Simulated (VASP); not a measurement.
A run of VASP 6.6.1 is set up as follows.

The input INCAR:

```
SYSTEM = Cd
ALGO = Normal ; EDIFF = 1E-6
ENCUT = 520 ; GGA = PE
ISIF = 2 ; ISMEAR = -1
LASPH = .True. ; LCHARG = .False.
LREAL = .False. ; LWAVE = .False.
NBANDS = 12 ; NELM = 80
PREC = Accurate ; SIGMA = 0.04
```

The input KPOINTS:

```
k-points
0
Gamma
  5 5 5
  0 0 0
```

POSCAR

```
Cd
1.0
   -1.7843220000      1.7843220000      1.7843220000
    1.7843220000     -1.7843220000      1.7843220000
    1.7843220000      1.7843220000     -1.7843220000
Cd
1
Direct
    0.0000000000      0.0000000000      0.0000000000
```

Potentials or basis: VASP PAW PBE potentials, release 64 (Cd).

The run is started by

```sh
$ cat potpaw_PBE.64/Cd/POTCAR > POTCAR
$ mpirun -np 1 vasp_std > vasp.out
```

Task: Estimate the pressure.

Result: 0.2 GPa.

Task: Predict the band gap on the k mesh.

Result: None (metal or under the smearing width).

Caveat: the k mesh is coarse (spacing up to 0.50 Å⁻¹), so the values aren't converged.
